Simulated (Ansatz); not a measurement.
The system is FeO.

```
CELL_PARAMETERS angstrom
-1.60210 1.60210 2.08339
1.60210 -1.60210 2.08339
1.60210 1.60210 -2.08339
ATOMIC_POSITIONS crystal
Fe 0.00000 0.00000 0.00000
O 0.50000 0.50000 0.00000
```

The cell comes from a database or a generator and needn't be the stable form of this composition.

Base run:

- Program: Ansatz 0.2.0
- Functional: r2SCAN
- Potentials or basis: Ansatz PAW
- Cutoff: 500 eV
- Density cutoff: 2000 eV
- k mesh: 12 × 12 × 12
- Occupations: fermi-dirac, width 0.05 eV
- Spin: collinear spin, ferromagnetic start
- Starting moments: [3.0, 0.0] μB

Its results: band gap on the k mesh none (metal or under the smearing width); net moment 4.00 μB per cell; site moments Fe +3.46; O +0.28 μB.

Question: The run is repeated on the same cell with these changes: functional from r2SCAN to HSEsol; cutoff from 500 eV to 420 eV; density cutoff from 2000 eV to 1680 eV; k mesh from 12 × 12 × 12 to 6 × 6 × 6. What comes out?

Answer: Band gap on the k mesh 1.06 eV, indirect (least direct gap 1.08 eV); net moment 4.00 μB per cell; site moments Fe +3.45; O +0.23 μB.

Several settings changed at once, so the effect can't be laid on one alone.

Caveats: some runs use coarse meshes; the magnetic or orbital state may not be the lowest; a cell with one magnetic atom can't hold antiferromagnetic order, which such compounds often take; semilocal functionals often make such compounds metallic where correlation or magnetic order opens a gap, which also shifts bond lengths (some runs).

Not every run made on this cell is shown here.
